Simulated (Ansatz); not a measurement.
# BN: the cost of one run

Method: DFT PBE, scalar-relativistic, in Ansatz 0.2.0.

**1. The starting structure**

Symmetry: F-43m, No. 216, cubic system. Conventional cell: a = 3.615 Å, b = 3.615 Å, c = 3.615 Å, α = 90.00°, β = 90.00°, γ = 90.00°. B (site symmetry -43m) has 4 N at 1.57 Å as nearest neighbours. Around N (site symmetry -43m) lie 4 B at 1.57 Å.

Structure file:

```
CELL_PARAMETERS angstrom
0.00000 1.80750 1.80750
1.80750 0.00000 1.80750
1.80750 1.80750 0.00000
ATOMIC_POSITIONS crystal
B 0.00000 0.00000 0.00000
N 0.75000 0.75000 0.75000
```

Atoms are numbered in the order of the input: B1, N2.

**2. After the deformation**

Space group F-43m before, I-4m2 after.

**3. Full-potential LAPW**

input.yaml reads:

```yaml
crystal:
  lattice:
    - [0.0, 1.84365, 1.8075]
    - [1.84365, 0.0, 1.8075]
    - [1.84365, 1.84365, 0.0]
  atoms:
    - { symbol: B, position: [0.0, 0.0, 0.0] }
    - { symbol: "N", position: [0.75, 0.75, 0.75] }
kpoints:
  mp_grid: { grid: [13, 13, 13] }
  band_path:
    path:
      - [0.0, 0.0, 0.0]
      - [0.0, 0.5, 0.5]
      - [0.25, 0.75, 0.5]
      - [0.0, 0.5, 0.0]
      - [0.0, 0.0, 0.0]
      - [0.5, 0.5, 0.0]
      - [0.38005, 0.61995, 0.0]
      - [-0.38005, 0.38005, 0.0]
      - [0.0, 0.0, 0.0]
    npoints: 5
scf:
  occupations: { method: fermi_dirac, width: 0.03 }
hamiltonian:
  xc: pbe
  pseudopotentials: { kind: all_electron, lapw: { basis_error: 0.001 } }
output:
  forces: true
  stress: true
  eigenvalues: true
```

On the command line:

```sh
ansatz run input.yaml --threads 1 --pin off --max-ram 3072MiB --backend cpu --events-out ev --progress --plain --runs-dir out
```

What time and memory should one allow on 1 thread of Intel Xeon Platinum 8488C (Sapphire Rapids), shared host?

About 16 s, with a peak of 0.36 GiB.
